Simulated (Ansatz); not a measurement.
MgTe in the wurtzite structure, relaxed with r2SCAN, was run in Ansatz under altered settings. All numbers are computed, without spin polarisation but where a row says otherwise.

```
Mg Te
1.0
     4.57764    0.00000    0.00000
    -2.28882    3.96435    0.00000
     0.00000    0.00000    7.45509
Mg Te
2 2
Direct
  0.33333 0.66667 0.99939
  0.66667 0.33333 0.49939
  0.33333 0.66667 0.37561
  0.66667 0.33333 0.87561
```

The base run's other keys:
```yaml
kpoints:
  mp_grid: { grid: [6, 6, 2] }
hamiltonian:
  xc: pbe
scf:
  occupations: { method: fixed }
  n_extra_bands: 5
```

It takes 6 iterations with 2647 plane waves at 420 eV and 14 k points, and leaves a mean stress of +0.68 GPa. The gap over this mesh is 2.462 eV. It ran on 4 threads of Arm Neoverse N1 (shared host).

Outcomes, with energy and stress as changes against the base:
```csv
setting,outcome,ΔF (meV/atom),Δ mean stress (GPa),gap on the mesh (eV),iterations,wall time
"kpoints.mp_grid.grid: [5, 5, 5]",converged,+1.1,+0.02,2.461,6,3 s
"kpoints.mp_grid.grid: [3, 3, 3]",converged,+35,+0.29,2.453,6,1.6 s
basis.xc_grid: 1,converged,0.0,0.00,2.462,6,2.6 s
scf.occupations: methfessel_paxton 0.05,converged,0.0,0.00,2.462,6,2.7 s
scf.mixing.ndim: 30,converged,0.0,0.00,2.462,6,2.6 s
hamiltonian.dispersion: d3bj,converged,-290,-1.60,2.462,6,2.7 s
accuracy: low,converged,0.0,0.00,2.462,6,2.6 s
scf.occupations: gaussian 0.5,converged,0.0,0.00,2.462,6,2.7 s
basis.ecutwfc: 750,converged,-0.5,0.00,2.462,6,4.6 s
basis.ecutwfc: 200,"converged, warned",+4661,-0.48,2.334,7,1.1 s
basis.ecutwfc: 250,"converged, warned",+526,-0.08,2.432,7,1.4 s
"kpoints.mp_grid.grid: [4, 4, 4]",converged,+6.5,+0.07,2.459,6,2.4 s
"kpoints.mp_grid.shift: [0.5, 0.5, 0.5]","converged, warned",-0.6,+0.01,3.299,7,2.8 s
scf.max_iter: 1,not converged,–,–,–,1,1.5 s
scf.mixing.beta: 0.005,converged,0.0,0.00,2.462,12,9.3 s
```
A dash marks a value that wasn't obtained or can't be compared. Stress is positive in compression. Its mean hides that meshes of lower symmetry stress the axes unequally. The base took 3.6 s.

- hamiltonian.dispersion: d3bj. The free energy moves by -290 meV an atom, the mean stress by -1.60 GPa and the gap on the mesh by 0.000 eV (to 2.462). A pairwise correction adds to energy, forces and stress and leaves the bands alone.
- basis.ecutwfc: 200. 869 plane waves in place of 2647. The free energy moves by +4661 meV an atom, the mean stress by -0.48 GPa and the gap on the mesh by -0.128 eV (to 2.334). The basis is too small: these are errors of the cutoff. Warned: cutoff below recommended.
- basis.ecutwfc: 250. 1213 plane waves in place of 2647. The free energy moves by +526 meV an atom, the mean stress by -0.08 GPa and the gap on the mesh by -0.030 eV (to 2.432). The basis is too small: these are errors of the cutoff. Warned: cutoff below recommended.
- kpoints.mp_grid.shift: [0.5, 0.5, 0.5]. The free energy moves by -0.6 meV an atom, the mean stress by +0.01 GPa and the gap on the mesh by +0.838 eV (to 3.299). The mesh breaks the crystal's symmetry, so the stress, and any force that symmetry no longer fixes, lose it too. The gap changes mostly because other points are sampled; a mesh that misses a band edge overestimates it. Warned: symmetry narrowed by mesh.
- scf.max_iter: 1. No converged result was reached. It stopped after 1 iteration; the base needs 6. Nothing that it printed is a property of the solid. Error: did not converge after 1 iteration: dr2 = 2.35e-3 (threshold 1.00e-7), under the density mixer `msr1`, which `scf.mixing.algorithm: auto` chose by the deck's other keys (type `scf.mixing.algorithm: msr1` to keep it) […]

Within 1 meV an atom, 0.1 GPa and 0.005 eV of the base stay: basis.xc_grid: 1; scf.occupations: methfessel_paxton 0.05; scf.mixing.ndim: 30; accuracy: low; scf.occupations: gaussian 0.5; basis.ecutwfc: 750; scf.mixing.beta: 0.005.

Spin-orbit coupling is left out, which matters wherever the heavy atoms make up the band edges.
